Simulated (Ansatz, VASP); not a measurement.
## KCl: VASP beside Ansatz

Contents of INCAR:

```
SYSTEM = KCl
  PREC = Accurate
  ENCUT = 520
  EDIFF = 1E-8
  ISMEAR = -1
  SIGMA = 0.01
  LREAL = .False.
  LASPH = .True.
  NELM = 80
  ALGO = Normal
  ISIF = 2
  LWAVE = .False.
  LCHARG = .False.
  GGA = PS
  LEFG = .True.
  NBANDS = 15
```

Contents of KPOINTS:

```
Automatic mesh
0
Gamma
  7 7 7
  0 0 0
```

File POSCAR:

```
KCl
1.0
    3.6340000000      0.0000000000      0.0000000000
    0.0000000000      3.6340000000      0.0000000000
    0.0000000000      0.0000000000      3.7066800000
K Cl
1 1
Direct
    0.0000000000      0.0000000000      0.0000000000
    0.5000000000      0.5000000000      0.5000000000
```

Input for Ansatz:

```yaml
crystal:
  lattice:
    - [3.634, 0.0, 0.0]
    - [0.0, 3.634, 0.0]
    - [0.0, 0.0, 3.70668]
  atoms:
    - { symbol: K, position: [0.0, 0.0, 0.0] }
    - { symbol: Cl, position: [0.5, 0.5, 0.5] }
kpoints:
  mp_grid: { grid: [7, 7, 7] }
scf:
  occupations: { method: fermi_dirac, width: 0.01 }
hamiltonian:
  xc: pbesol
  pseudopotentials: { kind: all_electron, datasets: crystal }
output:
  forces: true
  stress: true
  eigenvalues: true
  efg: { contact_densities: true }
```

Change from the starting cell: zz strain of +2 %, crystal datasets.

Alike in both runs: task electric field gradients; functional PBEsol; k mesh 7 × 7 × 7; occupations fermi-dirac, width 0.01 eV; no spin polarisation.

```csv
,VASP,Ansatz
version,VASP 6.6.1,Ansatz 0.2.0
potentials or method,"VASP PAW PBE potentials, release 64 (K_sv, Cl)","all-electron PAW with datasets made for the crystal, scalar-relativistic"
plane-wave cutoff (eV),520,see its input
```

```tsv
	VASP	Ansatz	Ansatz less VASP
gap on the k mesh at the Fermi level (eV)	5.25	5.25	+0.005
pressure (GPa)	1.7	1.7	-0.08
largest component of the traceless stress (GPa)	0.65	0.65	+0.003
Vzz of the field gradient on the site that differs most (V/Å²)	5.1	5.2	+0.12
```

Ansatz ran all-electron here, so the differences hold the error of VASP's frozen core and of both bases.

Caveats: the PAW data sets were made with another functional, which shifts forces and pressure a little (VASP); an odd mesh through Γ misses points on the zone boundary, where band edges often lie.
